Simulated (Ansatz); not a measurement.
# Stack of 1T-SnSSe under 1T-PtSe2, shifted by two thirds of the diagonal in a perpendicular field, part 2 of 2

Aim: how the stack of 1T-SnSSe under 1T-PtSe2, shifted by two thirds of the diagonal screens a field along its normal, and what the field does to its bands. A positive field points along +c.

Ansatz 0.2.0; plane-wave DFT, PBE-D3(BJ), Ansatz PAW.

So far. Step 2 (Relaxing the slab): The lattice constant a goes from 3.768 to 3.725 Å.

## 3. Single point, field 0, start network

A sawtooth potential applies the field, turning back in the middle of the vacuum. With the dipole correction the typed value is the field outside the slab. The induced dipole is small, so the SCF threshold is tight.

The cell differs from the one that the last finished run ended in (c 45.766 → 27.322 Å).

input.yaml reads:

```yaml
crystal:
  lattice:
    - [3.7246262214, 0.0, 0.0]
    - [-1.8623131107, 3.2256209273, 0.0]
    - [0.0, 0.0, 27.3221868083]
  atoms:
    - { symbol: Se, position: [0.6666666667, 0.3333333333, 0.329402623] }
    - { symbol: Sn, position: [0.0, 0.0, 0.3889777192] }
    - { symbol: S, position: [0.3333333333, 0.6666666667, 0.4428505478] }
    - { symbol: Se, position: [0.3333333333, 0.6666666667, 0.5744537955] }
    - { symbol: Pt, position: [0.6666666667, 0.3333333333, 0.6224600617] }
    - { symbol: Se, position: [0.0, 0.0, 0.670597377] }
kpoints:
  mp_grid: { grid: [12, 12, 1] }
  band_path:
    path: [[0, 0, 0], [0.5, 0, 0], [0.33333333, 0.33333333, 0], [0, 0, 0]]
    npoints: 16
hamiltonian:
  xc: pbe
  dispersion: d3bj
scf:
  occupations: { method: fermi_dirac, width: 0.02585 }
  convergence: { dr2_threshold: 1.0e-10 }
efield:
  axis: 3
  dipole_correction: true
  ramp_position: 0.97
  ramp_width: 0.06
  amplitude: 0
output:
  dos: { projected: true, e_range: [-6, 5] }
  write_potential: true
  write_density: true
  volumetric_format: npy
  elf: true
```

Started as:

```console
$ ansatz run input.yaml --threads 2 --pin off --max-ram 3072MiB --backend cpu --events-out ev --progress --plain --runs-dir out
```

Numbers of over 12 decimals in the logs are rounded to 6 here.

Output:

```text
[...]
Crystal: 6 atoms, lattice volume = 328.255 Å³
Basis set: ecut = 420 eV, 6427 PW (Γ)
Bands: 52, of which v1, the nominal top of the filled ones, is band 43 counted from 1 (42 counted from 0)
Symmetry: 6 space group operations
[...]
k-points: 19 of 144 (time reversal used)
[...]
SCF iter   1: F=—  HF=-35860.541246 eV  |F-HF|=—  |Δ(HF+E_count)|=         —  Δρ=1.88e-3  dr2=8.90e-2  ethr=1.77e-3  p=0.004 e·Å  D=2.25e-3 V/Å  ΔV_dip=-0.06 eV  dr2_dipole=2.28e-3  V_vac-E_F(+/−)=5.17/5.23 eV  ⟨swp⟩=9.4  Hψ=4247  notcnv=0  defer=3
efield: sawtooth ramp at fractional position 0.9700 (set: `efield.ramp_position`, or a place that a band, a saddle search or an elastic batch's reference lends), width 0.0600; the density the first Hamiltonian is built on has a dipole p = 0.004 e·Å; the dipole correction subtracts the counter field D = 2.25e-3 V/Å, which shifts the + side's vacuum level by -0.06 eV against the − side's; the planar-averaged density in the ramp window peaks in size at 8.8e-6 e/Å³
[...]
SCF iter   2: F=—  HF=-35860.543169 eV  |F-HF|=—  |Δ(HF+E_count)|=   1.92e-3  Δρ=2.61e-3  dr2=1.96e-1  ethr=1.03e-4  p=-0.019 e·Å  D=-1.05e-2 V/Å  ΔV_dip=0.29 eV  dr2_dipole=2.59e-3  V_vac-E_F(+/−)=5.62/5.34 eV  ⟨swp⟩=3.4  Hψ=1647  notcnv=0  defer=60
[...]
SCF iter  14: F=-35860.526203 eV  HF=-35860.526203 eV  |F-HF|=2.18e-11  |Δ(HF+E_count)|=  1.46e-11  Δρ=4.46e-8  dr2=4.45e-11  ethr=1.00e-12  p=-0.024 e·Å  D=-1.32e-2 V/Å  ΔV_dip=0.36 eV  dr2_dipole=7.56e-12  V_vac-E_F(+/−)=5.53/5.17 eV  ⟨swp⟩=1.9  Hψ=2085  notcnv=0
SCF 1 converged in 14 iterations: F = -35860.526203 eV  dr2 = 4.45e-11
[...]
NSCF: frozen V_eff on 49 k-points
efield: sawtooth ramp at fractional position 0.9700 (kept from the solve that this one continues, or follows in the run), width 0.0600; the density the first Hamiltonian is built on has a dipole p = -0.024 e·Å; the dipole correction subtracts the counter field D = -1.32e-2 V/Å, which shifts the + side's vacuum level by +0.36 eV against the − side's; the planar-averaged density in the ramp window peaks in size at 8.8e-6 e/Å³
[...]
SCF converged after 14 iterations
Free energy (F): -35860.526203 eV
[...]
Internal energy: -35860.526056 eV  (E = F + TS)
E sigma→0 (E₀):  -35860.526130 eV
Entropy (-TS):   -0.000147 eV (-0.025 meV/atom)
Fermi energy:    0.934611 eV
Dipole field:    D = -0.013217 V/Å  (p = -0.023977 e·Å, saw-weighted, corrected)
Work function:   Φ+ = 5.5292 eV   Φ− = 5.1681 eV
Levels:          The Fermi level and band energies are counted from a zero that moves with the ramp; work functions are not
[...]
--- Band table (eV; the first three rows and the last of 19) ---
  k-point 0: bands = [... 39 lower, 0.1813, 0.2513, 0.7579, 0.7579, 2.0023, 3.5148, 3.7352, 3.7352, ... 5 higher]
  k-point 1: bands = [... 39 lower, 0.1607, 0.3835, 0.7312, 0.7615, 2.3198, 3.2414, 3.6224, 3.9498, ... 5 higher]
  k-point 2: bands = [... 39 lower, 0.0801, 0.5589, 0.6816, 0.6898, 2.4226, 2.5405, 3.4186, 4.2705, ... 5 higher]
  k-point 18: bands = [... 39 lower, -1.0176, -0.7993, -0.1982, -0.1289, 2.0605, 2.5762, 2.5931, 5.5053, ... 5 higher]
```

It took 77 s on 2 threads of Intel Xeon at 2.50GHz (Skylake/Cascade Lake), shared host; peak memory 0.93 GiB.

The column dr2 measures how far the density is from self-consistency, as an energy; F and HF (Harris–Foulkes) agree once it is small.

Numbers from this step:

| Quantity | Value |
| --- | --- |
| energy at zero smearing | -35860.5261 eV |
| dipole along the normal | -0.02398 e·Å |
| gap along the path | 0.2705 eV |
| smallest direct gap along the path | 1.244 eV |
| step between the vacuum levels | 0.3611 eV |
| ionisation energy, upper face | 5.680 eV |
| electron affinity, upper face | 5.410 eV |
| ionisation energy, lower face | 5.319 eV |
| gap, the smaller of path and mesh | 0.2705 eV |

Running mean over a fixed 2.7 Å (it still follows the layers) of the planar mean; the ramp of the sawtooth is left out. The electron's electrostatic potential energy less the Fermi level by z:

```
z (Å)  electron's electrostatic potential energy less the Fermi level (eV)
    4                                                                 5.17
    5                                                                 5.17
    6                                                                 5.13
    7                                                                 4.38
    8                                                                 1.51
    9                                                                -1.89
   10                                                                -3.56
   11                                                                -4.33
   12                                                                -2.59
   13                                                                0.792
   14                                                                 3.01
   15                                                                0.308
   16                                                                -5.53
   17                                                                -7.60
   18                                                                -5.58
   19                                                                0.317
   20                                                                 3.87
   21                                                                 5.41
   22                                                                 5.52
   23                                                                 5.53
   24                                                                 5.53
```

The density of states has structure finer than the step of the table below, so its rows give means over 0.25 eV, whole bins alone (the curve runs from -6 to 2.11 eV). Peaks (eV: height): -5.260: 23.0, -5.010: 20.4, -4.920: 11.2, -3.710: 11.8, -2.390: 20.8, -1.810: 10.7, -1.670: 12.8.

The density of states by energy, zero at the Fermi level of the run, which the smearing sets inside the gap; means over each step:

energy (eV), density of states (states/eV a cell) and a bar:
```
    -5.75        1.7 ######
    -5.50        1.7 ######
    -5.25        5.7 ###################
    -5.00        9.0 ##############################
    -4.75        5.5 ##################
    -4.50        4.0 #############
    -4.25        3.1 ##########
    -4.00        4.8 ################
    -3.75        6.6 ######################
    -3.50        5.9 ####################
    -3.25        6.6 ######################
    -3.00        3.4 ###########
    -2.75        2.1 #######
    -2.50        6.4 #####################
    -2.25        5.8 ###################
    -2.00        5.2 #################
    -1.75        6.9 #######################
    -1.50        4.9 ################
    -1.25        6.3 #####################
    -1.00        4.3 ##############
    -0.75        3.3 ###########
    -0.50        3.6 ############
    -0.25        3.9 #############
     0.00        0.0 
     0.25        0.5 ##
     0.50        0.8 ###
     0.75        1.0 ###
     1.00        1.7 ######
     1.25        2.2 #######
     1.50        5.5 ##################
     1.75        2.4 ########
```

Projected DOS per atom over height of the atomic layer and energy from the Fermi level. Layers: Se Sn S Se Pt Se from below.

Ten even steps from '0' (0.00 states/eV) to '9' (4.04 states/eV), each cell a mean:
```
000222
011222
111000
000000
000000
000000
000313
000212
201222
402222
504111
303131
001191
102010
213050
112152
111131
001121
001242
111383
000121
000111
```
Columns: height of the atomic layer (Å) from 9 to 18.3 (not evenly spaced); rows upwards: energy from the Fermi level (eV) from -5.96 to 2.05.

Electronic bands along the path, in eV, zero at the Fermi level of the run, which the smearing sets inside the gap:

```
  point  band 40  band 41  band 42  band 43  band 44  band 45  band 46  band 47
      Γ    -0.75    -0.68    -0.18    -0.18     1.07     2.58     2.80     2.80
halfway    -0.98    -0.74    -0.53    -0.35     1.18     1.29     2.39     3.53
      M    -1.98    -1.83    -1.39    -1.25     0.12     2.25     2.55     3.43
halfway    -1.88    -1.71    -1.29    -1.09     0.87     1.78     2.09     4.36
      K    -1.95    -1.73    -1.13    -1.06     1.13     1.64     1.66     4.57
halfway    -1.48    -1.03    -0.81    -0.17     1.51     1.61     1.70     4.16
      Γ    -0.75    -0.68    -0.18    -0.18     1.07     2.58     2.80     2.80
```

Valence density in the ca plane at fractional y = 0.000, with atoms of Sn and Se within 0.2 Å of it. It is the smooth field of the valence electrons, not physical close to the nuclei.

Ten steps, logarithmic in the rise over the least value, from '0' (0 e/Å³) to '9' (29 e/Å³), each cell a mean:
```
00012577520000000000000012588521000000000000
00011344310000000000000012344210000000000000
00111122111000000000111111222100000000000000
01111111111100000001111111110000000000000000
11111000111110000001222221100000000000000000
01111100111110000001122221100000000000000000
01111111111100000000111111111100000000000000
00011233211000000000000111233210000000000000
00012466420000000000000012476420000000000000
00012688520000000000000012699521000000000000
```
Columns run along c (16.0 Å, from fractional 0.31 to 0.89 of the cell), rows up along a (3.7 Å). Atoms in or near the plane, at fractional coordinates: Sn at (0.39, 0.00), Se at (0.67, 0.00).

ELF in the ca plane at fractional y = 0.000, with atoms of Sn and Se within 0.2 Å of it. It is the smooth field of the valence electrons, not physical close to the nuclei.

Ten even steps from '0' (0.00) to '9' (0.75), each cell a mean:
```
00000000000000000001233100232100000000000158
00000000000000000122343322333210000011111248
00000000000000012466764333456652000245543335
00000000000000125799986323589985101578875333
00000000000000146999986312689997202689986444
00000000000000136899986323689996101588985333
00000000000000024678875333578764101366664334
00000000000000001234553333344421000123332237
00000000000000000001233101332100000000001158
00000000000000000000233000232000000000000158
```
Columns run along c (16.0 Å, from fractional 0.07 to 0.65 of the cell), rows up along a (3.7 Å). Atoms in or near the plane, at fractional coordinates: Sn at (0.39, 0.00).

Electrostatic potential energy in the ca plane at fractional y = 0.000, with atoms of Sn and Se within 0.2 Å of it. With pseudopotentials it is smooth inside the atoms' cores, unlike the true potential.

Ten even steps from '0' (-17 eV) to '9' (6 eV), each cell a mean:
```
99999999999999997408981379999999999998502420
99999999999999988611311589999999999998730003
99999999999999888763235788999999988887765457
99999999999999877777777778999999877766678889
99999999999998766788888767899999865655578999
99999999999999766778787777899999876665678899
99999999999999877775556788999999887777777778
99999999999999988730013689999999998888752126
99999999999999998504750479999999999998610201
99999999999999997319991379999999999998503530
```
Columns run along c (16.0 Å, from fractional 0.12 to 0.71 of the cell; values clipped at the 3rd and 97th percentile), rows up along a (3.7 Å). Atoms in or near the plane, at fractional coordinates: Sn at (0.39, 0.00), Se at (0.67, 0.00).

The gap is 0.27 eV, with the valence edge 5.68 eV and the conduction edge 5.41 eV under the upper vacuum level. Spin-orbit coupling, left out in this run, matters for the bands of elements this heavy.

## 4. Atoms held, field 0.1 V/Å

input.yaml, as its differences from that of step 3:

```diff
@@ -26,7 +26,6 @@
   dipole_correction: true
-  ramp_position: 0.97
-  ramp_width: 0.06
-  amplitude: 0
+  ramp_position: 0.9597
+  ramp_width: 0.0805
+  amplitude: 0.1
 output:
-  dos: { projected: true, e_range: [-6, 5] }
   write_potential: true
@@ -34,2 +33 @@
   volumetric_format: npy
-  elf: true
```

Output:

```text
[...]
Crystal: 6 atoms, lattice volume = 328.255 Å³
Basis set: ecut = 420 eV, 6427 PW (Γ)
Bands: 52, of which v1, the nominal top of the filled ones, is band 43 counted from 1 (42 counted from 0)
Symmetry: 6 space group operations
[...]
k-points: 19 of 144 (time reversal used)
[...]
k-point 0: bands = [... 39 lower, 0.1317, 0.2922, 0.8058, 0.8058, 1.9574, 3.4673, 3.7834, 3.7834, ... 5 higher]
  k-point 1: bands = [... 39 lower, 0.1119, 0.4287, 0.7773, 0.8093, 2.2746, 3.2898, 3.6706, 3.9023, ... 5 higher]
  k-point 2: bands = [... 39 lower, 0.0325, 0.6146, 0.7202, 0.7376, 2.4659, 2.5018, 3.4669, 4.2173, ... 5 higher]
  k-point 18: bands = [... 39 lower, -1.0516, -0.8492, -0.1470, -0.0892, 2.0196, 2.6262, 2.6358, 5.4545, ... 5 higher]
[key lines of the parts left out:]
SCF converged after 15 iterations
Free energy (F): -35860.527311 eV
Fermi energy:    0.935698 eV
Dipole field:    D = 0.025701 V/Å  (p = 0.046623 e·Å, saw-weighted, corrected)
```

The job ended after 77 s (2 threads; peak memory 0.81 GiB).

The dipole is 0.0466 e·Å, 0.0706 e·Å from its value without field, and the gap 0.180 eV.

## 5. Single point, field -0.1 V/Å

input.yaml, as its differences from that of step 4:

```diff
@@ -28,3 +28,3 @@
   ramp_width: 0.0805
-  amplitude: 0.1
+  amplitude: -0.1
 output:
```

Output:

```text
[...]
Crystal: 6 atoms, lattice volume = 328.255 Å³
Basis set: ecut = 420 eV, 6427 PW (Γ)
Bands: 52, of which v1, the nominal top of the filled ones, is band 43 counted from 1 (42 counted from 0)
Symmetry: 6 space group operations
[...]
k-points: 19 of 144 (time reversal used)
[...]
k-point 0: bands = [... 39 lower, 0.2455, 0.2455, 0.6937, 0.6937, 2.0595, 3.5761, 3.6709, 3.6709, ... 5 higher]
  k-point 1: bands = [... 39 lower, 0.2240, 0.3255, 0.6703, 0.6973, 2.3775, 3.1771, 3.5581, 4.0109, ... 5 higher]
  k-point 2: bands = [... 39 lower, 0.1419, 0.4868, 0.6257, 0.6307, 2.3589, 2.5973, 3.3544, 4.3354, ... 5 higher]
  k-point 18: bands = [... 39 lower, -0.9750, -0.7357, -0.2656, -0.1804, 2.1102, 2.5107, 2.5397, 5.5616, ... 5 higher]
[key lines of the parts left out:]
SCF converged after 16 iterations
Free energy (F): -35860.532037 eV
Fermi energy:    0.933488 eV
Dipole field:    D = -0.051006 V/Å  (p = -0.092527 e·Å, saw-weighted, corrected)
```

The job ended after 77 s (2 threads; peak memory 0.82 GiB).

The dipole is -0.0925 e·Å, -0.0686 e·Å from its value without field, and the gap 0.388 eV.

## 6. Response, atoms held

This step: plane-wave DFT, PBE-D3(BJ), Ansatz PAW; response to a field along the normal, atoms held (Ansatz 0.2.0).

The dipoles give the slope, and the difference of two potentials shows where the field is screened.

This step gave:

```
equivalent conductor thickness p/(ε₀AE) : 10.48 Å
distance between the outer atoms        : 9.322 Å
```

The dipole of the cell by applied field:

```
applied field (V/Å)  dipole of the cell (e·Å)
            -0.1000                   -0.0925
             0.0000                   -0.0240
             0.1000                    0.0466
```

Local field over the applied field, running mean. From the potentials at -0.1 and 0.1 V/Å; running mean over 2.8 Å. Local field over applied field against z:

z (Å), local field over applied field and a bar:
```
      4.5      0.998 ##############################
      5.0      0.995 ##############################
      5.5      0.985 ##############################
      6.0      0.958 #############################
      6.5      0.896 ###########################
      7.0      0.782 #######################
      7.5      0.631 ###################
      8.0      0.464 ##############
      8.5      0.300 #########
      9.0      0.169 #####
      9.5      0.089 ##
     10.0      0.053 #
     10.5      0.041 #
     11.0      0.049 #
     11.5      0.077 ##
     12.0      0.126 ###
     12.5      0.195 #####
     13.0      0.269 ########
     13.5      0.317 #########
     14.0      0.326 #########
     14.5      0.294 #########
     15.0      0.222 ######
     15.5      0.138 ####
     16.0      0.067 ##
     16.5      0.025 
     17.0      0.015 
     17.5      0.036 #
     18.0      0.097 ##
     18.5      0.206 ######
     19.0      0.354 ##########
     19.5      0.518 ###############
     20.0      0.677 ####################
     20.5      0.816 ########################
     21.0      0.913 ###########################
     21.5      0.964 #############################
     22.0      0.986 ##############################
     22.5      0.995 ##############################
     23.0      0.998 ##############################
```

Electrons, planar mean, per unit field. Induced electron density against z:

z (Å), induced electron density (e/Å³ per V/Å) and a bar from the least value:
```
      4.5    0.00001 ##############
      5.0    0.00002 ##############
      5.5    0.00005 ###############
      6.0    0.00016 ###############
      6.5    0.00045 ################
      7.0    0.00115 ###################
      7.5    0.00250 #########################
      8.0    0.00354 ##############################
      8.5    0.00198 #######################
      9.0    0.00093 ###################
      9.5    0.00043 ################
     10.0   -0.00095 ##########
     10.5   -0.00028 #############
     11.0    0.00064 #################
     11.5    0.00017 ###############
     12.0   -0.00052 ############
     12.5   -0.00133 ########
     13.0   -0.00226 ####
     13.5   -0.00106 ##########
     14.0    0.00056 #################
     14.5    0.00191 #######################
     15.0    0.00171 ######################
     15.5    0.00084 ##################
     16.0    0.00040 ################
     16.5   -0.00013 ##############
     17.0    0.00005 ###############
     17.5    0.00017 ###############
     18.0   -0.00072 ###########
     18.5   -0.00123 #########
     19.0   -0.00244 ####
     19.5   -0.00325 
     20.0   -0.00200 ######
     20.5   -0.00091 ##########
     21.0   -0.00038 #############
     21.5   -0.00015 ##############
     22.0   -0.00005 ##############
     22.5   -0.00002 ##############
     23.0   -0.00001 ##############
```

The smaller of the gaps on the path and on the k-mesh, counted as 0 under 0.03 eV. Gap against applied field:

```
applied field (V/Å)  gap (eV)
            -0.1000     0.388
             0.0000     0.271
             0.1000     0.180
```

By hand: between -0.1 and 0.1 V/Å the dipole changes by 0.1391 e·Å, a slope of 0.6957 e·Å²/V. A perfect conductor of thickness t has p = ε₀AEt, so t = 180.95 × 0.6957 / 12.014 = 10.48 Å (e/ε₀ = 180.95 V·Å, A in Å²).

The induced dipole is that of a conductor 10.48 Å thick.

## 7. Outcome

```
gap without field                          : 0.271 eV
ionisation energy, upper face              : 5.68 eV
electron affinity, upper face              : 5.41 eV
step between the vacuum levels             : 0.361 eV
equivalent conductor thickness, atoms held : 10.5 Å
```

The induced dipole equals that of a perfect conductor 10.48 Å thick, while the outer atoms lie 9.32 Å apart; an out-of-plane ε follows only once a thickness t is chosen, by 1 − 1/ε = 10.48 Å / t. The two faces differ: the vacuum level above lies 0.36 eV higher than the one below. The gap goes from 0.27 eV to 0.39 eV at -0.1 V/Å. With the field reversed the gap is 0.18 eV at 0.1 V/Å. Semilocal functionals give gaps that are too small, and excitons are not included. Spin-orbit coupling is left out, which matters for the bands of elements this heavy.

[Logs are printed without paths, hosts, clocks, repeated set-up lines and the standing remarks that a program may print on its own settings, such as how far it seeks lower states.]

[Hosts, paths, dates, database ids (printed as entryN), source tags and the programs' standing remarks are cut or masked in the printed files.]

[Maps of the electrostatic potential energy from Ansatz leave out the sawtooth potential of an applied field or a dipole correction, so their vacuum need not be flat; planar profiles and work functions include it.]

[The density of states shown here was stored with 400 of the rows of the run's finer table, so its peaks can read low, often by over a quarter, or be missed, and its means over a window can be off by a tenth or more.]
